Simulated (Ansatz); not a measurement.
The calculation used DFT r2SCAN, scalar-relativistic, plane waves, PAW in Ansatz 0.2.0.

Structure of Ga2O3:

```
Ga O
1.0
     6.12784   -1.51953    0.00253
     6.12784    1.51953    0.00253
    -1.38838    0.00000    5.63998
Ga O
4 6
Direct
  0.09052 0.09052 0.79479
  0.90948 0.90948 0.20521
  0.65873 0.65873 0.31448
  0.34127 0.34127 0.68552
  0.16421 0.16421 0.10916
  0.83579 0.83579 0.89084
  0.17334 0.17334 0.56352
  0.82666 0.82666 0.43648
  0.49629 0.49629 0.25624
  0.50371 0.50371 0.74376
```

Settings: cutoff 500 eV, Γ-centred mesh 8×8×4 on the computed 10-atom cell, Gaussian smearing of 0.02 eV; no spin polarisation.

Levels along Γ–C | C2–Y2–Γ–M2–D | D2–A–Γ | L2–Γ–V2, in eV from a zero inside the gap, sorted by energy at each point. Points in fractions of the primitive reciprocal vectors: Γ (0.000 0.000 0.000), C (-0.266 0.266 0.000), C2 (-0.734 -0.266 0.000), Y2 (-0.500 -0.500 0.000), M2 (-0.500 -0.500 0.500), D (-0.742 -0.258 0.500), D2 (-0.258 0.258 0.500), A (0.000 0.000 0.500), L2 (-0.500 0.000 0.500), V2 (-0.500 0.000 0.000).
| point | k (1/Å, with 2π) | band 41 | band 42 | band 43 | band 44 | band 45 | band 46 | band 47 |
| --- | --- | --- | --- | --- | --- | --- | --- | --- |
| Γ | 0.000 | -2.18 | -1.99 | -1.79 | -1.54 | 1.52 | 4.89 | 5.94 |
| - | 0.157 | -2.29 | -2.01 | -1.82 | -1.54 | 1.84 | 5.01 | 6.15 |
| - | 0.315 | -2.45 | -2.09 | -1.93 | -1.54 | 2.61 | 5.28 | 6.34 |
| - | 0.472 | -2.55 | -2.19 | -2.08 | -1.55 | 3.54 | 5.52 | 6.36 |
| - | 0.629 | -2.62 | -2.23 | -2.20 | -1.58 | 4.52 | 5.49 | 6.33 |
| - | 0.786 | -2.67 | -2.24 | -2.19 | -1.63 | 5.24 | 5.48 | 6.25 |
| - | 0.944 | -2.56 | -2.24 | -2.10 | -1.66 | 5.03 | 6.04 | 6.25 |
| C | 1.101 | -2.35 | -2.27 | -2.00 | -1.66 | 4.99 | 5.74 | 6.19 |
| C2 | 1.101 | -2.35 | -2.27 | -2.00 | -1.66 | 4.99 | 5.74 | 6.19 |
| - | 1.239 | -2.32 | -2.19 | -1.91 | -1.64 | 5.09 | 5.48 | 5.74 |
| - | 1.377 | -2.37 | -2.09 | -1.88 | -1.62 | 5.05 | 5.23 | 5.50 |
| - | 1.515 | -2.37 | -2.06 | -1.92 | -1.62 | 4.76 | 4.79 | 5.82 |
| - | 1.653 | -2.33 | -2.14 | -2.00 | -1.63 | 4.34 | 4.49 | 6.11 |
| - | 1.791 | -2.35 | -2.26 | -2.01 | -1.65 | 3.99 | 4.21 | 5.74 |
| - | 1.929 | -2.25 | -2.24 | -1.95 | -1.67 | 3.75 | 4.01 | 5.23 |
| Y2 | 2.067 | -2.19 | -2.17 | -1.93 | -1.68 | 3.67 | 3.94 | 5.04 |
| - | 2.143 | -2.19 | -2.17 | -1.95 | -1.67 | 3.38 | 4.17 | 5.09 |
| - | 2.218 | -2.19 | -2.17 | -2.01 | -1.65 | 2.96 | 4.42 | 5.22 |
| - | 2.294 | -2.20 | -2.17 | -2.07 | -1.62 | 2.54 | 4.61 | 5.40 |
| - | 2.369 | -2.20 | -2.17 | -2.08 | -1.58 | 2.15 | 4.75 | 5.57 |
| - | 2.445 | -2.17 | -2.07 | -1.98 | -1.56 | 1.82 | 4.83 | 5.72 |
| - | 2.520 | -2.18 | -2.02 | -1.84 | -1.54 | 1.60 | 4.88 | 5.86 |
| Γ | 2.595 | -2.18 | -1.99 | -1.79 | -1.54 | 1.52 | 4.89 | 5.94 |
| - | 2.691 | -2.17 | -2.00 | -1.82 | -1.60 | 1.65 | 4.89 | 5.93 |
| - | 2.787 | -2.14 | -2.05 | -1.96 | -1.65 | 1.99 | 4.89 | 5.87 |
| - | 2.882 | -2.19 | -2.12 | -2.02 | -1.62 | 2.46 | 4.88 | 5.78 |
| - | 2.978 | -2.20 | -2.10 | -2.05 | -1.57 | 2.98 | 4.84 | 5.74 |
| - | 3.074 | -2.16 | -2.10 | -2.07 | -1.54 | 3.50 | 4.79 | 5.74 |
| - | 3.170 | -2.14 | -2.10 | -2.09 | -1.52 | 4.00 | 4.67 | 5.55 |
| M2 | 3.265 | -2.14 | -2.11 | -2.11 | -1.52 | 4.35 | 4.47 | 5.44 |
| - | 3.408 | -2.18 | -2.11 | -2.03 | -1.51 | 4.50 | 4.60 | 5.55 |
| - | 3.551 | -2.19 | -2.16 | -2.04 | -1.52 | 4.88 | 4.91 | 5.84 |
| - | 3.694 | -2.30 | -2.27 | -2.10 | -1.58 | 5.29 | 5.36 | 6.20 |
| - | 3.837 | -2.50 | -2.40 | -2.22 | -1.72 | 5.65 | 5.82 | 6.56 |
| - | 3.980 | -2.70 | -2.40 | -2.37 | -1.91 | 5.96 | 6.16 | 6.84 |
| - | 4.122 | -2.79 | -2.45 | -2.33 | -2.12 | 6.19 | 6.32 | 6.81 |
| D | 4.265 | -2.66 | -2.41 | -2.39 | -2.16 | 6.17 | 6.26 | 6.92 |
| D2 | 4.265 | -2.66 | -2.41 | -2.39 | -2.16 | 6.17 | 6.26 | 6.92 |
| - | 4.418 | -2.58 | -2.51 | -2.26 | -2.08 | 5.92 | 6.05 | 7.30 |
| - | 4.570 | -2.67 | -2.42 | -2.11 | -2.00 | 5.61 | 5.75 | 7.62 |
| - | 4.723 | -2.67 | -2.36 | -1.99 | -1.94 | 5.24 | 5.39 | 7.39 |
| - | 4.875 | -2.55 | -2.34 | -1.92 | -1.91 | 4.83 | 4.97 | 7.00 |
| - | 5.028 | -2.41 | -2.40 | -1.95 | -1.86 | 4.39 | 4.53 | 6.54 |
| - | 5.180 | -2.28 | -2.23 | -1.99 | -1.83 | 4.04 | 4.17 | 6.14 |
| A | 5.333 | -2.17 | -2.15 | -1.99 | -1.82 | 3.90 | 4.03 | 5.98 |
| - | 5.412 | -2.15 | -2.15 | -1.99 | -1.81 | 3.52 | 4.39 | 5.94 |
| - | 5.492 | -2.15 | -2.10 | -2.01 | -1.80 | 3.08 | 4.75 | 5.84 |
| - | 5.571 | -2.16 | -2.04 | -2.03 | -1.78 | 2.63 | 5.00 | 5.75 |
| - | 5.651 | -2.17 | -2.08 | -1.93 | -1.76 | 2.22 | 5.07 | 5.79 |
| - | 5.731 | -2.12 | -2.10 | -1.82 | -1.72 | 1.86 | 5.00 | 5.88 |
| - | 5.810 | -2.16 | -2.02 | -1.79 | -1.60 | 1.61 | 4.92 | 5.93 |
| Γ | 5.890 | -2.18 | -1.99 | -1.79 | -1.54 | 1.52 | 4.89 | 5.94 |
| L2 | 5.890 | -2.64 | -2.58 | -2.25 | -2.18 | 6.15 | 6.19 | 7.11 |
| - | 6.057 | -2.68 | -2.62 | -2.19 | -2.06 | 6.03 | 6.08 | 7.04 |
| - | 6.225 | -2.61 | -2.56 | -2.10 | -1.91 | 5.58 | 5.89 | 7.01 |
| - | 6.393 | -2.56 | -2.43 | -1.99 | -1.84 | 4.76 | 5.77 | 6.84 |
| - | 6.561 | -2.53 | -2.25 | -1.91 | -1.78 | 3.77 | 5.61 | 6.49 |
| - | 6.728 | -2.42 | -2.10 | -1.86 | -1.69 | 2.75 | 5.32 | 6.26 |
| - | 6.896 | -2.27 | -2.01 | -1.81 | -1.59 | 1.89 | 5.02 | 6.11 |
| Γ | 7.064 | -2.18 | -1.99 | -1.79 | -1.54 | 1.52 | 4.89 | 5.94 |
| - | 7.216 | -2.28 | -2.01 | -1.82 | -1.54 | 1.82 | 5.00 | 6.09 |
| - | 7.369 | -2.43 | -2.10 | -1.90 | -1.54 | 2.55 | 5.23 | 6.30 |
| - | 7.521 | -2.54 | -2.22 | -1.99 | -1.56 | 3.42 | 5.45 | 6.31 |
| - | 7.673 | -2.57 | -2.27 | -2.09 | -1.58 | 4.32 | 5.47 | 6.17 |
| - | 7.826 | -2.45 | -2.25 | -2.12 | -1.62 | 5.17 | 5.24 | 6.04 |
| - | 7.978 | -2.32 | -2.23 | -2.03 | -1.65 | 4.96 | 5.80 | 6.08 |
| V2 | 8.130 | -2.27 | -2.24 | -1.97 | -1.66 | 4.85 | 5.80 | 6.51 |

Cost: 1 run of about 6.3 core-minutes, on Arm Neoverse V1 (shared hosts).